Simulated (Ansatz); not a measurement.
What a change of settings does to a run on Tc

The cell is COD entry 1541062, as deposited and not checked against the literature; nothing was relaxed. The listed cell was then made from it by scaling, straining or moving an atom.

First run: DFT, PBE, all-electron PAW with datasets made for the crystal, scalar-relativistic (Ansatz 0.2.0).

Command: `ansatz run input.yaml --threads 1 --pin off --max-ram 2048MiB --backend cpu --events-out ev --progress --plain --runs-dir out` The run took about 24 s on 1 thread of a shared machine.

```yaml
crystal:
  lattice:
    - [2.7196785043, 0.0, 0.0]
    - [-1.3598392522, 2.3553106749, 0.0]
    - [0.0, 0.0, 4.46397]
  atoms:
    - { symbol: Tc, position: [0.3333333333, 0.6666666667, 0.25] }
    - { symbol: Tc, position: [0.6666666667, 0.3333333333, 0.75] }
kpoints:
  mp_grid: { grid: [17, 17, 9] }
scf:
  occupations: { method: fermi_dirac, width: 0.08 }
hamiltonian:
  xc: pbe
  pseudopotentials: { kind: all_electron, datasets: crystal }
output:
  forces: true
  stress: true
  eigenvalues: true
  efg: { contact_densities: true }
```

Result: converged; pressure 3.22 GPa; no gap on the k mesh; 7 SCF iterations.

A second input differs as follows:

```diff
@@ -8,7 +8,8 @@
     - { symbol: Tc, position: [0.6666666667, 0.3333333333, 0.75] }
 kpoints:
-  mp_grid: { grid: [17, 17, 9] }
+  mp_grid: { grid: [17, 16, 10] }
 scf:
   occupations: { method: fermi_dirac, width: 0.08 }
+  max_iter: 100
 hamiltonian:
   xc: pbe
```

Q: Does the change harm the result?

A: Not here: the run converged; energy at zero smearing +0.9 meV/atom from the first run; pressure 3.24 GPa; no gap on the k mesh; 8 SCF iterations, so the odd setting did no harm in this case.
